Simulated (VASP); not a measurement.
Write the native input for VASP 6.6.1 that does the following.

```
Task                   : single point
Functional             : PBE
Potentials or basis    : VASP PAW PBE potentials, release 64 (Sc_sv)
Cutoff                 : 520 eV
k mesh                 : 18 × 18 × 18
Occupations            : gaussian, width 0.15 eV
Spin                   : no spin polarisation
Dipole correction      : no
Further INCAR settings : ALGO = Fast; EDIFF = 1e-06; NBANDS = 12
```

The structure of Sc lies in POSCAR:

```
Sc
1.0
    0.0000000000      2.2705000000      2.2705000000
    2.1342700000      0.0000000000      2.2705000000
    2.1342700000      2.2705000000      0.0000000000
Sc
1
Direct
    0.0000000000      0.0000000000      0.0000000000
```

This isn't the form of Sc at room conditions, which is hcp.

The cell isn't the ideal one: strain -0.0600 x Voigt [1, 0, 0, 0, 0, 0], atoms carried along.

One way to write it, as run:

INCAR

```
PREC = Accurate
ENCUT = 520
EDIFF = 1E-6
ISMEAR = 0
SIGMA = 0.15
LREAL = F
LASPH = T
NELM = 100
ALGO = Fast
ISIF = 2
LWAVE = F
LCHARG = F
GGA = PE
NBANDS = 12
```

KPOINTS

```
Automatic mesh
0
Gamma
  18 18 18
```

Potentials or basis: VASP PAW PBE potentials, release 64 (Sc_sv).

Run with:

```sh
$ cat potpaw_PBE.64/Sc_sv/POTCAR > POTCAR
$ mpirun -np 1 vasp_std > vasp.out
```

It gave:

```yaml
Pressure: 7.0 GPa
Band_gap_on_the_k_mesh: none (metal or under the smearing width)
```

It took 70 s on 1 thread of Intel(R) Xeon(R) Platinum 8259CL CPU @ 2.50GHz (Skylake/Cascade Lake) (shared host), peak memory 0.23 GiB.
